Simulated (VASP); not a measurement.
# TiB (I-4m2) in VASP: further runs, part 2 of 2

VASP 6.6.1. The steps go on from the part before.

## (3) Single point, PBEsol (strain -0.050 along x and y, -0.050 along z, atoms carried along)

Contents of INCAR:

```
PREC     = Accurate       # precision mode
ENCUT    = 520            # plane-wave cutoff, eV
EDIFF    = 1E-7           # SCF threshold, eV
ISMEAR   = 0              # smearing method
SIGMA    = 0.15           # smearing width, eV
LREAL    = False          # projectors in reciprocal space
LASPH    = True           # aspherical terms in the spheres
NELM     = 80             # most SCF steps
ALGO     = Normal         # electronic algorithm
ISIF     = 2              # what is computed and relaxed
LWAVE    = False          # write WAVECAR
LCHARG   = False          # write CHGCAR
GGA      = PS             # functional
NBANDS   = 14             # bands
```

Contents of KPOINTS:

```
regular mesh
0
Gamma
  20 20 20
```

Contents of POSCAR:

```
TiB
1.0
    0.0000000000      1.9959500000      1.9959500000
    1.9959500000      0.0000000000      1.9959500000
    1.9959500000      1.9959500000      0.0000000000
Ti B
1 1
Direct
    0.7500000000      0.7500000000      0.7500000000
    0.0000000000      0.0000000000      0.0000000000
```

Potentials or basis: VASP PAW PBE potentials, release 64 (Ti_sv, B).

On the command line:

```sh
> cat potpaw_PBE.64/Ti_sv/POTCAR potpaw_PBE.64/B/POTCAR > POTCAR
> mpirun -np 1 vasp_std > vasp.out
```

OUTCAR:

```text
PREC = Accurate
   ENCUT = 520
   EDIFF = 1E-7
   ISMEAR = 0
   LREAL = False
   LASPH = True
   NELM = 80
   ISIF = 2
   GGA = PS

 ion  position               nearest neighbor table
   1  0.750  0.750  0.750-   2 1.73   2 1.73   2 1.73   2 1.73
   2  0.000  0.000  0.000-   1 1.73   1 1.73   1 1.73   1 1.73

  LATTYP: Found a face centered cubic cell.
 ALAT       =     3.9919000000

  Lattice vectors:

 A1 = (   0.0000000000,   1.9959500000,   1.9959500000)
 A2 = (   1.9959500000,   0.0000000000,   1.9959500000)
 A3 = (   1.9959500000,   1.9959500000,   0.0000000000)

Analysis of symmetry for initial positions (statically):
=====================================================================
 Subroutine PRICEL returns:
 Original cell was already a primitive cell.

 Routine SETGRP: Setting up the symmetry group for a
 face centered cubic supercell.

 Subroutine GETGRP returns: Found 24 space group operations
 (whereof 24 operations were pure point group operations)
 out of a pool of 48 trial point group operations.

The static configuration has the point symmetry T_d .

[... 174 lines left out ...]
      4     -19.3979      2.00000
      5       1.7828      2.00000
      6       8.6340      2.00000
      7       8.6340      2.00000
      8       8.6340      2.00000
      9      14.6153      0.00000
     10      14.6153      0.00000
     11      24.8523      0.00000
     12      25.2374      0.00000
     13      25.2374      0.00000
     14      25.2374      0.00000
[... 377 lines left out ...]
      1     -43.1876      2.00000
      2     -20.4799      2.00000
      3     -19.5934      2.00000
      4     -19.5488      2.00000
      5       4.9188      2.00000
      6       8.4645      2.00000
      7       9.4152      2.00000
      8       9.4839      2.00000
      9      14.7062      0.00000
     10      15.3817      0.00000
     11      19.5069      0.00000
     12      23.3666      0.00000
     13      24.0528      0.00000
     14      24.8901      0.00000

 [... further k-points ...]

------------------------ aborting loop because EDIFF is reached ----------------------------------------

  FORCE on cell =-STRESS in cart. coord.  units (eV):
  Direction    XX          YY          ZZ          XY          YZ          ZX
  --------------------------------------------------------------------------------------
  -------------------------------------------------------------------------------------
  Total       18.9867695     18.9867695     18.9867695     -0.0000000     -0.0000000     -0.0000000
  in kB     1912.8578275   1912.8578275   1912.8578275     -0.0000000     -0.0000000     -0.0000000
  external PRESSURE =    1912.8578275 kB  Pullay stress =       0.0000000 kB

 VOLUME and BASIS-vectors are now :
 -----------------------------------------------------------------------------
  energy-cutoff  :      520.00
  volume of cell :       15.90
      direct lattice vectors                 reciprocal lattice vectors
     0.000000000  1.995950000  1.995950000    -0.250507277  0.250507277  0.250507277
     1.995950000  0.000000000  1.995950000     0.250507277 -0.250507277  0.250507277
     1.995950000  1.995950000  0.000000000     0.250507277  0.250507277 -0.250507277

 POSITION                                       TOTAL-FORCE (eV/Angst)
 -----------------------------------------------------------------------------------
      2.99392      2.99392      2.99392         0.000000      0.000000      0.000000
      0.00000      0.00000      0.00000        -0.000000     -0.000000     -0.000000
 -----------------------------------------------------------------------------------
    total drift:                                0.000000      0.000000      0.000000

  FREE ENERGIE OF THE ION-ELECTRON SYSTEM (eV)
  ---------------------------------------------------
  free  energy   TOTEN  =        -8.6517907226 eV

  energy  without entropy=       -8.6454988903  energy(sigma->0) =       -8.64864481
```

OSZICAR:

```text
N       E                     dE             d eps       ncg     rms          rms(c)
DAV:   1     0.126161518434E+03    0.12616E+03   -0.78793E+03  7174   0.137E+03
DAV:   2    -0.182603413415E+01   -0.12799E+03   -0.12061E+03  7456   0.339E+02
DAV:   3    -0.103123015732E+02   -0.84863E+01   -0.82058E+01  9944   0.844E+01
DAV:   4    -0.108606629698E+02   -0.54836E+00   -0.54724E+00  8424   0.157E+01
DAV:   5    -0.108692632322E+02   -0.86003E-02   -0.85994E-02  9054   0.191E+00    0.321E+01
DAV:   6    -0.846916622524E+01    0.24001E+01   -0.49695E+00  9568   0.368E+01    0.928E+00
DAV:   7    -0.856066451722E+01   -0.91498E-01   -0.73088E-01  7814   0.793E+00    0.636E+00
DAV:   8    -0.865028805695E+01   -0.89624E-01   -0.23650E-01 10932   0.407E+00    0.729E-01
DAV:   9    -0.865245665765E+01   -0.21686E-02   -0.99150E-03  7240   0.941E-01    0.418E-01
DAV:  10    -0.865183572843E+01    0.62093E-03   -0.19395E-03  7914   0.508E-01    0.185E-01
DAV:  11    -0.865176452792E+01    0.71201E-04   -0.44918E-04  7408   0.244E-01    0.650E-02
DAV:  12    -0.865178855069E+01   -0.24023E-04   -0.75015E-05  7432   0.843E-02    0.111E-02
DAV:  13    -0.865179006272E+01   -0.15120E-05   -0.23274E-06  8392   0.137E-02    0.897E-03
DAV:  14    -0.865179065623E+01   -0.59350E-06   -0.13079E-06  7300   0.109E-02    0.100E-03
DAV:  15    -0.865179072260E+01   -0.66378E-07   -0.80110E-08  6238   0.193E-03
   1 F= -.86517907E+01 E0= -.86486448E+01  d E =-.629183E-02
```

stdout:

```text
POSCAR found type information on POSCAR TiB
 POSCAR found :  2 types and       2 ions
 scaLAPACK will be used
 -----------------------------------------------------------------------------
|                                                                             |
|                                                                             |
|     You enforced a specific xc type in the INCAR file but a different       |
|     I HOPE YOU KNOW WHAT YOU ARE DOING!                                     |
|                                                                             |
 -----------------------------------------------------------------------------

 LDA part: xc-table for (Slater+PW92), standard interpolation
 POSCAR, INCAR and KPOINTS ok, starting setup
 FFT: planning ... GRIDC
 FFT: planning ... GRID_SOFT
 FFT: planning ... GRID
 WAVECAR not read
 entering main loop
```

It took 42 s on 1 thread of Intel Xeon Platinum 8375C at 2.90GHz (Ice Lake), shared host; peak memory 0.18 GiB.

Results:

```yaml
Free_energy: -8.6518 eV
Pressure: 191.3 GPa
Band_gap_on_the_k_mesh: none (metal or under the smearing width)
```

Levels at points of the mesh, in eV from the Fermi level:
```tsv
k point	band 4	band 5	band 6	band 7	band 8	band 9	band 10	band 11	band 12	band 13
(0.00, 0.00, 0.00)	-30.42	-9.24	-2.39	-2.39	-2.39	3.59	3.59	13.83	14.21	14.21
(0.50, 0.00, 0.00)	-30.62	-5.65	-2.11	-1.60	-1.60	4.76	4.76	7.09	11.55	11.55
(0.50, 0.50, 0.00)	-30.93	-5.59	-4.17	1.66	2.44	2.44	5.41	7.08	7.08	9.08
```

Caveat: the cell as given lies far from equilibrium; so large a pressure means that the cell lies far from this level's equilibrium, or that cutoff or potentials fall short; the potentials were made for another functional, which shifts forces and pressure.

## (4) Single point, PBEsol (strain -0.050 along x and y, +0.050 along z, atoms carried along)

Contents of INCAR:

```
ALGO = Fast
EDIFF = 1E-6
ENCUT = 520
GGA = PS
ISIF = 2
ISMEAR = 0
LASPH = True
LCHARG = False
LREAL = False
LWAVE = False
NBANDS = 14
NELM = 100
PREC = Accurate
SIGMA = 0.15
```

Contents of KPOINTS:

```
k-points
0
Gamma
  20 20 20
```

Contents of POSCAR:

```
TiB
1.0
    0.0000000000      1.9959500000      2.2060500000
    1.9959500000      0.0000000000      2.2060500000
    1.9959500000      1.9959500000      0.0000000000
Ti B
1 1
Direct
    0.7500000000      0.7500000000      0.7500000000
    0.0000000000      0.0000000000      0.0000000000
```

On the command line:

```sh
> cat potpaw_PBE.64/Ti_sv/POTCAR potpaw_PBE.64/B/POTCAR > POTCAR
> mpirun -np 1 vasp_std > vasp.out
```

Run time: 3.2 min. Hardware: 1 thread of Intel Xeon Platinum 8375C at 2.90GHz (Ice Lake), shared host; peak memory 0.28 GiB.

The run converged. Its results:

```
Free energy            : -10.4306 eV
Pressure               : 135.4 GPa
Band gap on the k mesh : none (metal or under the smearing width)
```

Stress tensor (GPa, compression positive):
```
128.56   0.00   0.00
  0.00 128.56   0.00
  0.00   0.00 149.05
```

Levels at points of the mesh, in eV from the Fermi level:
| k point | band 5 | band 6 | band 7 | band 8 | band 9 | band 10 | band 11 | band 12 |
| --- | --- | --- | --- | --- | --- | --- | --- | --- |
| (0.00, 0.00, 0.00) | -9.20 | -2.33 | -1.93 | -1.93 | 2.57 | 3.93 | 11.83 | 12.86 |
| (0.50, 0.00, 0.00) | -5.73 | -2.51 | -1.80 | -0.86 | 4.10 | 4.31 | 6.46 | 10.06 |
| (0.50, 0.50, 0.00) | -5.02 | -4.17 | 0.19 | 2.36 | 2.36 | 5.01 | 6.42 | 6.42 |
| (0.50, 0.00, 0.50) | -5.10 | -4.33 | 1.41 | 1.70 | 2.07 | 4.54 | 6.06 | 6.85 |

Caveat: the cell as given lies far from equilibrium; so large a pressure means that the cell lies far from this level's equilibrium, or that cutoff or potentials fall short; the potentials were made for another functional, which shifts forces and pressure.

## (5) Overview

```csv
cell,gap on the mesh (eV),pressure (GPa)
"strain +0.050 along x and y, +0.000 along z, atoms carried along",none,75.1
"strain -0.050 along x and y, -0.050 along z, atoms carried along",none,191.3
"strain -0.050 along x and y, +0.050 along z, atoms carried along",none,135.4
```

Alike in all rows: task single point; level PBEsol; potentials or basis VASP PAW PBE potentials, release 64 (Ti_sv, B); no spin polarisation; k mesh 20 × 20 × 20; cutoff (eV) 520; smearing gaussian 0.15 eV.

Caveats: the cell as given lies far from equilibrium; so large a pressure means that the cell lies far from this level's equilibrium, or that cutoff or potentials fall short; the potentials were made for another functional, which shifts forces and pressure.

Absolute energies hang on the potentials; compare differences alone.
